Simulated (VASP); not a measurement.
# BaTe (Fm-3m) in VASP: further runs

The runs below take BaTe through single point, with r2SCAN.

Everything below comes from runs of VASP 6.6.1. Logs are shortened: lines on timing, memory, paths and dates and some standing lists are left out, and cuts for length are marked.

## (1) Starting point

Symmetry: Fm-3m, No. 225, cubic system. The conventional cell has a = 6.820 Å, b = 6.820 Å, c = 6.820 Å, α = 90.00°, β = 90.00°, γ = 90.00°. Ba (site symmetry m-3m) is surrounded by 6 Te at 3.41 Å. Te (site symmetry m-3m) is surrounded by 6 Ba at 3.41 Å.

## (2) Single point, r2SCAN

Contents of INCAR:

```
SYSTEM = BaTe
ADDGRID  = .FALSE.      
ALGO     = Normal         ! electronic algorithm
EDIFF    = 1E-6           ! SCF threshold, eV
ENCUT    = 700            ! plane-wave cutoff, eV
ISIF     = 2              ! what is computed and relaxed
ISMEAR   = 0              ! smearing method
LASPH    = .TRUE.         ! aspherical terms in the spheres
LCHARG   = .FALSE.        ! write CHGCAR
LMIXTAU  = .TRUE.       
LREAL    = .FALSE.        ! projectors in reciprocal space
LWAVE    = .FALSE.        ! write WAVECAR
METAGGA  = R2SCAN         ! meta-GGA
NELM     = 100            ! most SCF steps
PREC     = Accurate       ! precision mode
SIGMA    = 0.05           ! smearing width, eV
```

Contents of KPOINTS:

```
k-points
0
G
  3 3 3
  0 0 0
```

Contents of POSCAR:

```
BaTe
1.0
    0.0000000000      3.4100000000      3.4100000000
    3.4100000000      0.0000000000      3.4100000000
    3.4100000000      3.4100000000      0.0000000000
Ba Te
1 1
Direct
   -0.0114420000     -0.0073020000      0.0189620000
    0.5174540000      0.4974090000      0.5124580000
```

Potentials or basis: VASP PAW PBE potentials, release 64 (Ba_sv, Te).

Run with:

```console
cat potpaw_PBE.64/Ba_sv/POTCAR potpaw_PBE.64/Te/POTCAR > POTCAR
mpirun -np 1 vasp_std > vasp.out
```

OUTCAR:

```text
SYSTEM = BaTe
   EDIFF = 1E-6
   ENCUT = 700
   ISIF = 2
   ISMEAR = 0
   LASPH = .TRUE.
   LREAL = .FALSE.
   METAGGA = R2SCAN
   NELM = 100
   PREC = Accurate

 Found     14 irreducible k-points:

 Following reciprocal coordinates:
            Coordinates               Weight
  0.000000  0.000000  0.000000      1.000000
  0.333333  0.000000  0.000000      2.000000
  0.000000  0.333333  0.000000      2.000000
  0.000000  0.000000  0.333333      2.000000
  0.333333  0.333333  0.333333      2.000000
  0.333333  0.333333  0.000000      2.000000
   k-points           NKPTS =     14   k-points in BZ     NKDIM =     14   number of bands    NBANDS=     12
   number of dos      NEDOS =    301   number of ions     NIONS =      2
   total plane-waves  NPLWV =  74088
   dimension x,y,z NGX =    42 NGY =   42 NGZ =   42
   dimension x,y,z NGXF=    84 NGYF=   84 NGZF=   84
   ions per type =               1   1
   NGX,Y,Z   is equivalent  to a cutoff of  14.48, 14.48, 14.48 a.u.
   NGXF,Y,Z  is equivalent  to a cutoff of  28.96, 28.96, 28.96 a.u.
 SYSTEM =  BaTe
   PREC   = accura    normal or accurate (medium, high low for compatibility)
   ISTART =      0    job   : 0-new  1-cont  2-samecut
   ICHARG =      2    charge: 1-file 2-atom 10-const
   ISPIN  =      1    spin polarized calculation?
   LNONCOLLINEAR =      F non collinear calculations
   LSORBIT =      F    spin-orbit coupling
   LASPH  =      T    aspherical Exc in radial PAW
   ENCUT  =  700.0 eV  51.45 Ry    7.17 a.u.  10.40 10.40 10.40*2*pi/ulx,y,z
   NELM   =    100;   NELMIN=  2; NELMDL= -5     # of ELM steps
   EDIFF  = 0.1E-05   stopping-criterion for ELM
   LREAL  =      F    real-space projection
   EDIFFG = 0.1E-04   stopping-criterion for IOM
   NSW    =      0    number of steps for IOM
   IBRION =     -1    ionic relax: 0-MD 1-quasi-New 2-CG
   NFREE  =      0    steps in history (QN), initial steepest desc. (CG)
   ISIF   =      2    stress and relaxation
   ISYM   =      2    0-nonsym 1-usesym 2-fastsym
   POTIM  = 0.5000    time-step for ionic-motion
   TEBEG  =    0.0;   TEEND  =   0.0 temperature during run
   PSTRESS=    0.0 pullay stress
   NELECT =      16.0000    total number of electrons
   NUPDOWN=      -1.0000    fix difference up-down
   EMIN   =  10.00;   EMAX   =-10.00  energy-range for DOS
   EFERMI =   0.00;   METHOD = LEGACY
   ISMEAR =     0;   SIGMA  =   0.05  broadening in eV -4-tet -1-fermi 0-gaus
   EFERMI_NEDOS =   21; number of points for ismear=-14 and -15
   IALGO  =     38    algorithm
   IMIX   =      4    mixing-type and parameters
     AMIX     =   0.40;   BMIX     =  1.00
     AMIX_MAG =   1.60;   BMIX_MAG =  1.00
  volume/ion in A,a.u.               =      39.65       267.58
  Fermi-wavevector in a.u.,A,eV,Ry     =   0.960175  1.814468 12.543704  0.921936
  Thomas-Fermi vector in A             =   2.089436
   LORBIT       =      0    0 simple, 1 ext, 2 COOP (PROOUT), +10 PAW based schemes
   METAGGA = R2SCAN    functional components
   LHFCALC =     F    Hartree Fock is set to
   AEXX    =    0.0000 exact exchange contribution
   IVDW    =     0    specifies the selected vdW correction
   LEPSILON=     F    determine dielectric tensor
   LRPA    =     F    only Hartree local field effects (RPA)
 non-spin polarized calculation
 Gauss-broadening in eV      SIGMA  =   0.05
  energy-cutoff  :      700.00
  volume of cell :       79.30
 maximum number of plane-waves:      3383
 NGX is ok and might be reduce to    42
   NGX = 21   NGY = 21   NGZ = 21

 number of electron      16.0000000 magnetization

 Free energy of the ion-electron system (eV)
  ---------------------------------------------------
  ext. energy  EPLUGINS =         0.00000000
  ---------------------------------------------------
  free energy    TOTEN  =       -55.82734296 eV

  energy without entropy =      -55.82734296  energy(sigma->0) =      -55.82734296

 E-fermi :   2.9026     XC(G=0):  -8.9558

 val. band max:        2.5849108013   @ k =   0.0000   0.0000   0.0000
 cond. band min:       4.5802462924   @ k =   0.3333   0.3333   0.0000
 fundamental gap:      1.9953354911
 Fermi energy:         2.9025586243

 k-point     1 :       0.0000    0.0000    0.0000
  band No.  band energies     occupation
      1     -25.0364      2.00000
      2      -9.7974      2.00000
      3      -9.7895      2.00000
      4      -9.7856      2.00000
      5      -7.3787      2.00000
      6       2.5771      2.00000
      7       2.5780      2.00000
      8       2.5849      2.00000
      9       5.8645      0.00000
     10       5.9106      0.00000
     11       5.9223      0.00000
     12       6.5310      0.00000

 k-point     2 :       0.3333    0.0000    0.0000
  band No.  band energies     occupation
      1     -25.0200      2.00000
      2     -10.2864      2.00000
      3      -9.7998      2.00000
      4      -9.7955      2.00000
      5      -6.5940      2.00000
      6       0.6211      2.00000
      7       1.5485      2.00000
      8       1.5544      2.00000
      9       6.4688      0.00000
     10       7.2267      0.00000
     11       7.2371      0.00000
     12       8.9061      0.00000

 k-point     3 :       0.0000    0.3333    0.0000
  band No.  band energies     occupation
      1     -25.0198      2.00000
      2     -10.2923      2.00000
      3      -9.7997      2.00000
      4      -9.7962      2.00000
      5      -6.5871      2.00000
      6       0.6207      2.00000
      7       1.5579      2.00000
      8       1.5779      2.00000
      9       6.4355      0.00000
     10       7.2123      0.00000
     11       7.2239      0.00000
     12       8.8729      0.00000

 k-point     4 :       0.0000    0.0000    0.3333
  band No.  band energies     occupation
      1     -25.0198      2.00000
      2     -10.2922      2.00000
      3      -9.7997      2.00000
      4      -9.7962      2.00000
      5      -6.5873      2.00000
      6       0.6207      2.00000
      7       1.5577      2.00000
      8       1.5773      2.00000
      9       6.4363      0.00000
     10       7.2126      0.00000
     11       7.2242      0.00000
     12       8.8737      0.00000

 k-point     5 :       0.3333    0.3333    0.3333
  band No.  band energies     occupation
      1     -25.0200      2.00000
      2     -10.2871      2.00000
      3      -9.7998      2.00000
      4      -9.7955      2.00000
      5      -6.5931      2.00000
      6       0.6210      2.00000
      7       1.5498      2.00000
      8       1.5572      2.00000
      9       6.4647      0.00000
     10       7.2241      0.00000
     11       7.2362      0.00000
     12       8.9020      0.00000

 k-point     6 :       0.3333    0.3333    0.0000
  band No.  band energies     occupation
      1     -25.0145      2.00000
      2     -10.1123      2.00000
      3      -9.8776      2.00000
      4      -9.8730      2.00000
      5      -6.9580      2.00000
      6       0.9790      2.00000
      7       2.2106      2.00000
      8       2.2284      2.00000
      9       4.5802      0.00000
     10       7.3455      0.00000
     11       7.7497      0.00000
     12       8.6288      0.00000

 [... further k-points ...]
[... 5 lines left out ...]
  --------------------------------------------------------------------------------------
  -------------------------------------------------------------------------------------
  Total        2.4040351      2.5410021      2.7150526      0.0028043     -0.0535840      0.0042604
  in kB       48.5688975     51.3360520     54.8524079      0.0566564     -1.0825606      0.0860738
  external PRESSURE =      51.5857858 kB  Pullay stress =       0.0000000 kB

 VOLUME and BASIS-vectors are now :
 -----------------------------------------------------------------------------
  energy-cutoff  :      700.00
  volume of cell :       79.30
      direct lattice vectors                 reciprocal lattice vectors
     0.000000000  3.410000000  3.410000000    -0.146627566  0.146627566  0.146627566
     3.410000000  0.000000000  3.410000000     0.146627566 -0.146627566  0.146627566
     3.410000000  3.410000000  0.000000000     0.146627566  0.146627566 -0.146627566

 POSITION                                       TOTAL-FORCE (eV/Angst)
 -----------------------------------------------------------------------------------
      3.44976      3.43564      6.75608        -0.016714      0.215105      0.334177
      3.44365      3.51200      3.46068         0.016714     -0.215105     -0.334177
 -----------------------------------------------------------------------------------
    total drift:                                0.000000      0.000266     -0.000254

  FREE ENERGIE OF THE ION-ELECTRON SYSTEM (eV)
  ---------------------------------------------------
  free  energy   TOTEN  =       -55.8273429650 eV

  energy  without entropy=      -55.8273429650  energy(sigma->0) =      -55.82734296
```

Run time: 3.5 min. Hardware: 1 thread of AMD EPYC 7R43 (Zen 3), shared host; peak memory 0.23 GiB.

These settings aren't checked as converged: the numbers below hold their error.

Results:

```yaml
Free_energy: -55.8273 eV
Pressure: 5.2 GPa
Largest_force: 0.398 eV/Å
Band_gap_on_the_k_mesh: 2.00 eV, indirect (least direct gap 2.35 eV)
```

Caveat: the k mesh is coarse (spacing up to 0.53 Å⁻¹), so the values aren't converged; the PAW data sets were made with another functional, which shifts forces and pressure a little; spin-orbit coupling is left out, which moves the levels of the heavy elements; an odd mesh through Γ misses points on the zone boundary, where band edges often lie.

## (3) Single point, r2SCAN

INCAR: that of step 2 with these lines changed.

```diff
@@ -4,3 +4,3 @@
 EDIFF    = 1E-6           ! SCF threshold, eV
-ENCUT    = 700            ! plane-wave cutoff, eV
+ENCUT    = 350            ! plane-wave cutoff, eV
 ISIF     = 2              ! what is computed and relaxed
```

Contents of KPOINTS:

```
k-points
0
G
  5 5 5
  0 0 0
```

Contents of POSCAR:

```
BaTe
1.0
    0.0000000000      3.4100000000      3.4100000000
    3.4100000000      0.0000000000      3.4100000000
    3.4100000000      3.4100000000      0.0000000000
Ba Te
1 1
Direct
    0.0000000000      0.0000000000      0.0000000000
    0.5000000000      0.5000000000      0.5000000000
```

Potentials or basis: VASP PAW PBE potentials, release 64 (Ba_sv, Te).

Run with:

```console
cat potpaw_PBE.64/Ba_sv/POTCAR potpaw_PBE.64/Te/POTCAR > POTCAR
mpirun -np 1 vasp_std > vasp.out
```

OUTCAR:

```text
SYSTEM = BaTe
   EDIFF = 1E-6
   ENCUT = 350
   ISIF = 2
   ISMEAR = 0
   LASPH = .TRUE.
   LREAL = .FALSE.
   METAGGA = R2SCAN
   NELM = 100
   PREC = Accurate

 Found     10 irreducible k-points:

 Following reciprocal coordinates:
            Coordinates               Weight
  0.000000  0.000000  0.000000      1.000000
  0.200000  0.000000  0.000000      8.000000
  0.400000  0.000000  0.000000      8.000000
  0.200000  0.200000  0.000000      6.000000
  0.400000  0.200000  0.000000     24.000000
 -0.400000  0.200000  0.000000     24.000000
   k-points           NKPTS =     10   k-points in BZ     NKDIM =     10   number of bands    NBANDS=     12
   number of dos      NEDOS =    301   number of ions     NIONS =      2
   total plane-waves  NPLWV =  27000
   dimension x,y,z NGX =    30 NGY =   30 NGZ =   30
   dimension x,y,z NGXF=    60 NGYF=   60 NGZF=   60
   ions per type =               1   1
   NGX,Y,Z   is equivalent  to a cutoff of  10.34, 10.34, 10.34 a.u.
   NGXF,Y,Z  is equivalent  to a cutoff of  20.68, 20.68, 20.68 a.u.
 SYSTEM =  BaTe
   PREC   = accura    normal or accurate (medium, high low for compatibility)
   ISTART =      0    job   : 0-new  1-cont  2-samecut
   ICHARG =      2    charge: 1-file 2-atom 10-const
   ISPIN  =      1    spin polarized calculation?
   LNONCOLLINEAR =      F non collinear calculations
   LSORBIT =      F    spin-orbit coupling
   LASPH  =      T    aspherical Exc in radial PAW
[... 64 lines left out ...]
      4      -9.7767      2.00000
      5      -7.4149      2.00000
      6       2.5895      2.00000
      7       2.5895      2.00000
      8       2.5895      2.00000
      9       5.8669      0.00000
     10       5.8669      0.00000
     11       5.8669      0.00000
     12       6.5306      0.00000
[... 61 lines left out ...]
 k-point     6 :      -0.4000    0.2000    0.0000
  band No.  band energies     occupation
      1     -25.0015      2.00000
      2     -10.2878      2.00000
      3      -9.8877      2.00000
      4      -9.8077      2.00000
      5      -6.5827      2.00000
      6       0.5254      2.00000
      7       1.4020      2.00000
      8       1.4784      2.00000
      9       6.8409      0.00000
     10       7.4565      0.00000
     11       7.8972      0.00000
     12       8.9122      0.00000

 [... further k-points ...]
[... 5 lines left out ...]
  --------------------------------------------------------------------------------------
  -------------------------------------------------------------------------------------
  Total        2.2421701      2.2421701      2.2421701      0.0000000      0.0000000      0.0000000
  in kB       45.2987273     45.2987273     45.2987273      0.0000000      0.0000000      0.0000000
  external PRESSURE =      45.2987273 kB  Pullay stress =       0.0000000 kB

 VOLUME and BASIS-vectors are now :
 -----------------------------------------------------------------------------
  energy-cutoff  :      350.00
  volume of cell :       79.30
      direct lattice vectors                 reciprocal lattice vectors
     0.000000000  3.410000000  3.410000000    -0.146627566  0.146627566  0.146627566
     3.410000000  0.000000000  3.410000000     0.146627566 -0.146627566  0.146627566
     3.410000000  3.410000000  0.000000000     0.146627566  0.146627566 -0.146627566

 POSITION                                       TOTAL-FORCE (eV/Angst)
 -----------------------------------------------------------------------------------
      0.00000      0.00000      0.00000         0.000000     -0.000000     -0.000000
      3.41000      3.41000      3.41000        -0.000000      0.000000      0.000000
 -----------------------------------------------------------------------------------
    total drift:                               -0.000000      0.000000      0.000000

  FREE ENERGIE OF THE ION-ELECTRON SYSTEM (eV)
  ---------------------------------------------------
  free  energy   TOTEN  =       -55.9026268395 eV

  energy  without entropy=      -55.9026268395  energy(sigma->0) =      -55.90262684
```

stdout:

```text
POSCAR found type information on POSCAR BaTe
 POSCAR found :  2 types and       2 ions
 scaLAPACK will be used
 -----------------------------------------------------------------------------
|                                                                             |
|                                                                             |
|     You enforced a specific xc type in the INCAR file but a different       |
|     I HOPE YOU KNOW WHAT YOU ARE DOING!                                     |
|                                                                             |
 -----------------------------------------------------------------------------

 LDA part: xc-table for (None), standard interpolation
 POSCAR, INCAR and KPOINTS ok, starting setup
 FFT: planning ... GRIDC
 FFT: planning ... GRID_SOFT
 FFT: planning ... GRID
 WAVECAR not read
 entering main loop
```

Run time: 72 s. Hardware: 1 thread of AMD EPYC 7R43 (Zen 3), shared host; peak memory 0.13 GiB.

The run converged, but some of its settings lie outside the range that counts as converged, so its numbers aren't taken as properties of the crystal.

Results:

* Free energy: -55.9026 eV
* Pressure: 4.5 GPa
* Band gap on the k mesh: 1.79 eV, indirect (least direct gap 2.17 eV)

Caveat: the PAW data sets were made with another functional, which shifts forces and pressure a little; spin-orbit coupling is left out, which moves the levels of the heavy elements; an odd mesh through Γ misses points on the zone boundary, where band edges often lie.

## (4) The reference run

An earlier run on the cell as given: functional PBE; potentials or basis VASP PAW PBE potentials, release 64 (Ba_sv, Te); cutoff 520 eV; k mesh 7 × 7 × 7; occupations fermi-dirac, width 0.05 eV; no spin polarisation.

* Pressure: 4.2 GPa
* Band gap on the k mesh: 1.38 eV, indirect (least direct gap 1.76 eV)
